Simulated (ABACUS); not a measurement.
**Ta: relaxation of cell and atoms with PBE**

Crystal: Ta.

```
Ta
1.0
    -1.65128    1.65128    1.65128
     1.65128   -1.65128    1.65128
     1.65128    1.65128   -1.65128
Ta
1
Direct
  0.00000 0.00000 0.00000
```

```json
{"Program": "ABACUS 3.10.1", "Task": "relaxation of cell and atoms", "Functional": "PBE", "Potentials or basis": "PseudoDojo NC SR 0.4.1 PBE standard", "Cutoff": "1361 eV", "Density cutoff": "5442 eV", "Basis": "DZP LCAO (the cutoffs set its grid)", "k mesh": "8 × 8 × 8", "Occupations": "fermi-dirac, width 0.05 eV", "Spin": "no spin polarisation", "Target pressure": "30 GPa", "Radial cutoff of the potentials (pseudo_rcut)": "7 bohr", "Orbital files": "Ta Ta_confined-atom_7au_3s2p2d1f.orb", "Max steps of the relaxation": "60", "Force threshold": "0.005 eV/Å", "Optimiser": "cg", "Stress threshold": "0.5 kbar", "SCF threshold on the density": "1e-07", "Max SCF steps": "100", "Eigensolver": "genelpa", "Mixing": "broyden", "Mixing share": "0.7", "Symmetry key": "1", "Bands": "11"}
```

```json
{
 "Relaxed volume": "16.16 Å³/atom",
 "Relaxed cell": "a = 2.758 Å, b = 2.758 Å, c = 2.758 Å, α = 109.47°, β = 109.47°, γ = 109.47°",
 "Space group after relaxing (to 0.05 Å)": "Im-3m (No. 229)",
 "Energy change on relaxing (the enthalpy is what falls)": "+165.7 meV/atom",
 "Ionic steps": "9",
 "Pressure after relaxing": "30.0 GPa"
}
```

Step by step:
| step | energy change (eV) | largest force (eV/Å) | pressure (GPa) | volume (Å³) |
| --- | --- | --- | --- | --- |
| 1 | 0.0000 | 0.0000 | 1.23 | 18.01 |
| 2 | 4.6154 | 0.0000 | 296.01 | 10.61 |
| 3 | 0.0338 | 0.0000 | 12.25 | 17.18 |
| 4 | 0.1171 | 0.0000 | 24.52 | 16.44 |
| 5 | 1.3503 | 0.0000 | 114.78 | 13.31 |
| 6 | 0.1529 | 0.0000 | 28.62 | 16.23 |
| 7 | 0.1565 | 0.0000 | 29.02 | 16.21 |
| 8 | 0.1651 | 0.0000 | 29.94 | 16.16 |
| 9 | 0.1657 | 0.0000 | 30.00 | 16.16 |

Final structure:
```
Ta
1.0
    -1.59261    1.59261    1.59261
     1.59261   -1.59261    1.59261
     1.59261    1.59261   -1.59261
Ta
1
Direct
  0.00000 0.00000 0.00000
```

It took 23 s on 4 MPI ranks on Intel(R) Xeon(R) Platinum 8488C (Sapphire Rapids) (shared host), peak memory 0.4 GiB a rank.

Caveat: the atomic orbitals were generated for these runs and aren't a published set; the basis of atomic orbitals isn't converged, which shifts pressures, moduli and gaps. The run has no spin-orbit coupling, so splittings on Ta are missing.
